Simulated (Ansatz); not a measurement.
Rough cost of magnetic runs on Pd (P63/mmc) in Ansatz 0.2.0, 1 thread of Arm Neoverse V2, on a shared host.

```
Pd
1.0
     2.78367    0.00000    0.00000
    -1.39183    2.41072    0.00000
     0.00000    0.00000    4.62889
Pd
2
Direct
  0.66667 0.33333 0.75000
  0.33333 0.66667 0.25000
```

```
                               run  functional, mesh  k points solved  bands  iterations  wall time (s)  peak memory (GiB)
 PAW: total moment held at 0.64 μB      PBE, 14×14×7               96     23           8            5.6               0.34
LAPW: total moment held at 1.02 μB      PBE, 14×14×7               96     35           9             49               0.69
 PAW: total moment held at 1.02 μB      PBE, 14×14×7               96     23           8            5.5               0.34
        LAPW: no spin polarisation      PBE, 14×14×7               96     34           9             26               0.47
 PAW: field of 1000 T on the spins      PBE, 14×14×7               96     23          15            8.6               0.35
         PAW: no spin polarisation      PBE, 14×14×7               96     22           6            2.7               0.31
                LAPW: free moments      PBE, 14×14×7               96     35          15             75               0.67
 PAW: total moment held at 0.91 μB      PBE, 14×14×7               96     23           8            5.7               0.35
    PAW: total moment held at 0 μB      PBE, 14×14×7               96     22           8            2.6               0.33
```

(1) Roughly how much dearer is an iteration by LAPW than by PAW among the runs with the first row's mesh and spin treatment (collinear)?

Answers

(1) About 8 times (medians of wall time over iterations; times from a shared host are rough).
